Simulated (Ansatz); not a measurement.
# SnO2: the cost of one run

Method: DFT PBEsol, scalar-relativistic, plane waves, PAW, in Ansatz 0.2.0.

4 further runs of the same task are left out: 4 set aside as unsound or not needed.

### 1 The structure to begin with

The cell holds 23 atoms (O15Sn8): a = 6.744 Å, b = 6.744 Å, c = 8.001 Å, α = 114.92°, β = 114.92°, γ = 90.00°.

The coordinates of this cell stand in the input of its own run.

The host was relaxed before at PBEsol: a = 4.768 Å, b = 4.768 Å, c = 3.212 Å, α = 90.00°, β = 90.00°, γ = 90.00° (conventional cell), 12.174 Å³/atom.

Places, in fractions of the supercell: a vacancy on O at (0.931, 0.125, 0.250). Its neighbours start displaced at random by about 0.03 Å.

### 2 Band edges of the host over the zone

File input.yaml:

```yaml
crystal:
  lattice:
    - [4.7684401835, 0.0, 0.0]
    - [0.0, 4.7684401835, 0.0]
    - [0.0, 0.0, 3.212395705]
  atoms:
    - { symbol: Sn, position: [0.5, 0.5, 0.5] }
    - { symbol: Sn, position: [0.0, 0.0, 0.0] }
    - { symbol: O, position: [0.1937455604, 0.8062544396, 0.5] }
    - { symbol: O, position: [0.8062544396, 0.1937455604, 0.5] }
    - { symbol: O, position: [0.3062544396, 0.3062544396, 0.0] }
    - { symbol: O, position: [0.6937455604, 0.6937455604, 0.0] }
basis:
  ecutwfc: 420
  xc_grid: 2
kpoints:
  mp_grid: { grid: [6, 6, 8] }
  band_path: { path: [VBM, CBM], npoints: 2 }
hamiltonian:
  xc: pbesol
scf:
  occupations: { method: gaussian, width: 0.02 }
output:
  forces: true
  stress: true
  eigenvalues: true
```

The run is started by

```
ansatz run input.yaml --threads 8 --pin off --max-ram 16384MiB --backend cpu --events-out ev --progress --plain --runs-dir out
```

What time and memory should one allow on 8 threads of Arm Neoverse V1, shared host?

About 2.4 s, with a peak of 0.48 GiB.
